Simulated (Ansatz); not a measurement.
CaO:

```
CELL_PARAMETERS angstrom
0.00000 2.40356 2.40356
2.40356 0.00000 2.40356
2.40356 2.40356 0.00000
ATOMIC_POSITIONS crystal
Ca 0.00000 0.00000 0.00000
O 0.50000 0.50000 0.50000
```

The cell is a database's computed one.

Base run:

* Program: Ansatz 0.2.0
* Functional: B3LYP
* Potentials or basis: Ansatz PAW
* Cutoff: 420 eV
* Density cutoff: 1680 eV
* k mesh: 6 × 6 × 6
* Occupations: fermi-dirac, width 0.05 eV
* Spin: no spin polarisation

Its results: band gap on the k mesh 5.67 eV, indirect (least direct gap 6.08 eV).

Q: The run is repeated on the same cell with these changes: functional from B3LYP to HSE03; k mesh from 6 × 6 × 6 to 5 × 5 × 5. What comes out?

A: Band gap on the k mesh 5.25 eV, indirect (least direct gap 5.66 eV).

Several settings changed at once, so the effect can't be laid on one alone.

Caveats: some runs use coarse meshes; odd divisions of the mesh miss points on the zone boundary, where band edges often lie, so the gap on the mesh can be too wide (some runs).

A k mesh can miss the band edges.

Not every run made on this cell is shown here.
